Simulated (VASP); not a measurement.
# Sc: convergence, self-consistent run

Sc, I4/mmm (no. 139), 1 atom in the cell. RevPBE; PAW potentials Sc_sv (PBE set). VASP 6.6.1.

Wanted: stress within 0.05 GPa.

What the run is for: stress; Accuracy asked: tight.

POSCAR:
```
Sc
1.0
   -1.9172054859      1.9172054859      1.7004269700
    1.9172054859     -1.9172054859      1.7004269700
    1.9172054859      1.9172054859     -1.7004269700
Sc
1
Direct
    0.0000000000      0.0000000000      0.0000000000
```

The series start from Plane-wave cutoff (eV): 290; Smearing width (eV): 0.07; k-point mesh: 14 × 14 × 14; Precision mode (PREC): Accurate; Electronic threshold (eV): 1e-6; Bands in all (NBANDS): 15; Aspherical gradient terms in the spheres (LASPH): yes; Electronic algorithm: ALGO=Normal; Use of symmetry (ISYM): defaults; Delay and inner steps: defaults. Each series keeps the choices made before it, and each single choice may use up half of a tolerance.

## Plane-wave cutoff (eV)

| Plane-wave cutoff (eV) | Stress, largest deviation (GPa) | SCF iterations | Time (s) |
|---|---|---|---|
| 180 | 26.125 | 12 | 13 |
| 220 | 2.694 | 13 | 17 |
| 260 | 0.321 | 12 | 31 |
| 290 | 0.506 | 12 | 32 |
| 340 | 0.420 | 12 | 44 |
| 390 | 0.126 | 12 | 38 |
| 470 | 0.048 | 12 | 34 |
| 590 (reference) | 0.000 | 12 | 78 |

Chosen: 590; the next looser run is off by more than half of the tolerance, so convergence isn't shown beyond this value.

## Smearing width (eV)

| Smearing width (eV) | Stress, largest deviation (GPa) | SCF iterations | Time (s) |
|---|---|---|---|
| 0.3 | 0.706 | 12 | 79 |
| 0.2 | 0.350 | 12 | 77 |
| 0.15 | 0.200 | 12 | 80 |
| 0.1 | 0.085 | 12 | 81 |
| 0.07 | 0.039 | 12 | 78 |
| 0.04 (reference) | 0.000 | 12 | 79 |

Chosen: 0.04; the next looser run is off by more than half of the tolerance, so convergence isn't shown beyond this value.

## k-point mesh

| k-point mesh | Stress, largest deviation (GPa) | SCF iterations | Time (s) |
|---|---|---|---|
| 5 × 5 × 5 | 1.309 | 11 | 8.1 |
| 6 × 6 × 6 | 0.125 | 11 | 12 |
| 8 × 8 × 8 | 0.204 | 11 | 22 |
| 9 × 9 × 9 | 0.558 | 12 | 27 |
| 12 × 12 × 12 | 0.107 | 12 | 66 |
| 14 × 14 × 14 | 0.036 | 12 | 79 |
| 17 × 17 × 17 | 0.079 | 12 | 152 |
| 20 × 20 × 20 (reference) | 0.000 | 12 | 244 |

Chosen: 20 × 20 × 20; the next looser run is off by more than half of the tolerance, so convergence isn't shown beyond this value.

## Precision mode (PREC)

| Precision mode (PREC) | Stress, largest deviation (GPa) | SCF iterations | Time (s) |
|---|---|---|---|
| SingleN | 0.026 | 12 | 97 |
| Normal | 0.003 | 12 | 103 |
| Single | 0.015 | 12 | 204 |
| Accurate (reference) | 0.000 | 12 | 244 |

Chosen: Normal, the loosest value from which every tighter one stays within half of the tolerance.

## Electronic threshold (eV)

| Electronic threshold (eV) | Stress, largest deviation (GPa) | SCF iterations | Time (s) |
|---|---|---|---|
| 0.001 | 0.323 | 10 | 72 |
| 0.0001 | 0.322 | 10 | 76 |
| 1e-5 | 0.241 | 10 | 80 |
| 1e-6 | 0.007 | 12 | 103 |
| 1e-7 | 0.001 | 13 | 110 |
| 1e-8 (reference) | 0.000 | 15 | 116 |

Chosen: 1e-6.

## Bands in all (NBANDS)

| Bands in all (NBANDS) | Stress, largest deviation (GPa) | SCF iterations | Time (s) |
|---|---|---|---|
| 7 | 0.016 | 11 | 62 |
| 8 | 0.013 | 11 | 53 |
| 10 | 0.009 | 11 | 69 |
| 12 | 0.002 | 12 | 103 |
| 15 | 0.001 | 12 | 103 |
| 24 (reference) | 0.000 | 12 | 147 |

Chosen: 7.

## Aspherical gradient terms in the spheres (LASPH)

| Aspherical gradient terms in the spheres (LASPH) | Stress, largest deviation (GPa) | SCF iterations | Time (s) |
|---|---|---|---|
| yes | 0.000 | 11 | 62 |
| no | 0.004 | 11 | 44 |

Chosen: yes; no other choice that stays within half of the tolerance saves 30 % of the time.

## Electronic algorithm

| Electronic algorithm | Stress, largest deviation (GPa) | SCF iterations | Time (s) |
|---|---|---|---|
| ALGO=Normal | 0.000 | 11 | 62 |
| ALGO=Fast | 0.146 | 18 | 71 |
| ALGO=VeryFast | no result | 120 | 575 |
| ALGO=All ISEARCH=1 | 0.023 | 24 | 81 |
| ALGO=All ISEARCH=0 | 0.023 | 24 | 95 |
| ALGO=Damped TIME=0.4 | 0.019 | 48 | 140 |
| ALGO=Damped TIME=0.1 | 0.021 | 77 | 212 |

Chosen: ALGO=Normal.

## Use of symmetry (ISYM)

| Use of symmetry (ISYM) | Stress, largest deviation (GPa) | SCF iterations | Time (s) |
|---|---|---|---|
| defaults | 0.000 | 11 | 62 |
| ISYM=1 | 0.000 | 11 | 47 |
| ISYM=0 | 0.000 | 11 | 275 |
| ISYM=-1 | 0.000 | 11 | 568 |

Chosen: defaults.

## Delay and inner steps

| Delay and inner steps | Stress, largest deviation (GPa) | SCF iterations | Time (s) |
|---|---|---|---|
| defaults | 0.000 | 11 | 62 |
| NELMDL=-2 | 0.045 | 9 | 37 |
| NELMDL=-8 | 0.000 | 14 | 54 |
| NELMDL=-12 | 0.000 | 18 | 73 |
| NRMM=2 | 0.021 | 17 | 60 |
| NRMM=6 | 0.000 | 11 | 53 |
| WEIMIN=0.001 | 0.000 | 11 | 53 |

Chosen: defaults.

## All choices together

| Input | Stress, largest deviation (GPa) | Time (s) |
|---|---|---|
| the program's defaults (naive) | 2.430 | 0.9 |
| chosen settings | 0.024 | 62 |
| reference settings throughout | 0.000 | 412 |

The chosen settings stay within the tolerance of the reference run, but the reference itself isn't shown to be converged in: Plane-wave cutoff (eV), Smearing width (eV), k-point mesh.

Values of the reference run: Stress: 0.8237, 0, 0, 0, 0.8237, 0, 0, 0, 2.209 GPa.

## The input

INCAR:
```
SYSTEM = Sc
ALGO = Normal ; EDIFF = 1E-6
ENCUT = 590 ; GGA = RE
GGA_COMPAT = .False. ; ISIF = 2
ISMEAR = 0 ; LASPH = .True.
LCHARG = .False. ; LREAL = .False.
LWAVE = .False. ; NBANDS = 7
NELM = 120 ; PREC = Normal
SIGMA = 0.04
```

KPOINTS:
```
Automatic mesh
0
Gamma
  20 20 20
  0 0 0
```

Commands:
```
cat potpaw_PBE.64/Sc_sv/POTCAR > POTCAR
mpirun -np 1 vasp_std > vasp.out
```

The chosen input took VASP 6.6.1 62 s on 1 core (Intel Xeon Platinum 8259CL @ 2.50GHz (Skylake/Cascade Lake)), a shared host.

## An input that fails: damping step far too long

The electronic loop stops at its limit of 64 steps.

Changes against the starting input:
```
- ALGO = Normal
- NELM = 120
+ ALGO = Damped
+ NELM = 64
+ TIME = 2.0
```
